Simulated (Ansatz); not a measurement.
**InGaAs2: the cell at several levels of theory**

Cell and atoms of InGaAs2 as one 4-atom ordering (P-4m2) on the zincblende lattice are relaxed in turn with PBE and r2SCAN. This is a trial cell built on a prototype, not taken from a measured structure, and it needn't be the compound's ground state.

Program: Ansatz 0.2.0. PAW datasets, plane waves, zero pressure. Computed, not measured; no magnetism was allowed, and the structure may never have been made.

### Step 1. The structure to begin with

This is the cell as the run starts from it, not yet at rest; its lengths are not the crystal's.

The symmetry is P-4m2 (No. 115, tetragonal); a = 4.042 Å, c = 5.717 Å in the conventional setting, 23.35 Å³ an atom. Near Ga stand 4 As at 2.48 Å; near As stand 2 Ga at 2.48 Å and 2 In at 2.48 Å; near In stand 4 As at 2.48 Å.

The structure in full:

```
CELL_PARAMETERS angstrom
4.04223 0.00000 0.00000
0.00000 4.04223 0.00000
0.00000 0.00000 5.71658
ATOMIC_POSITIONS crystal
Ga 0.00000 0.00000 0.00000
As 0.00000 0.50000 0.25000
In 0.50000 0.50000 0.50000
As 0.50000 0.00000 0.75000
```

### Step 2. PBE: cell and atoms

File input.yaml:

```yaml
crystal:
  lattice:
    - [4.0422296232, 0.0, 0.0]
    - [0.0, 4.0422296232, 0.0]
    - [0.0, 0.0, 5.7165759554]
  atoms:
    - { symbol: Ga, position: [0.0, 0.0, 0.0] }
    - { symbol: As, position: [0.0, 0.5, 0.25] }
    - { symbol: In, position: [0.5, 0.5, 0.5] }
    - { symbol: As, position: [0.5, 0.0, 0.75] }
kpoints:
  mp_grid: { grid: [6, 6, 4] }
hamiltonian:
  xc: pbe
scf:
  occupations: { method: fermi_dirac, width: 0.02 }
relax:
  f_tol: 0.005
  cell: {}
output:
  write_density: true
  write_potential: true
  elf: true
  volumetric_format: npy
```

Run with:

```console
$ ansatz run input.yaml --threads 2 --pin off --max-ram 2211MiB --backend cpu --events-out ev --progress --plain --runs-dir out
```

After this run come: r2SCAN: cell and atoms.

**Question.** What will these runs give? Wanted: for each run, a; c; volume; space group; SCF geometries.

The runs gave:

```
 level  a (Å)  c (Å)  volume (Å³/atom)  space group  SCF geometries
   PBE  4.214  5.989            26.592        P-4m2               6
r2SCAN  4.156  5.914            25.535        P-4m2               5
```

**Reading.** From the start to the first minimum the volume moved by +13.9 %. r2SCAN gives the smallest cell and PBE the largest; they differ by 4.1 % in volume, a mean of 1.4 % in length.
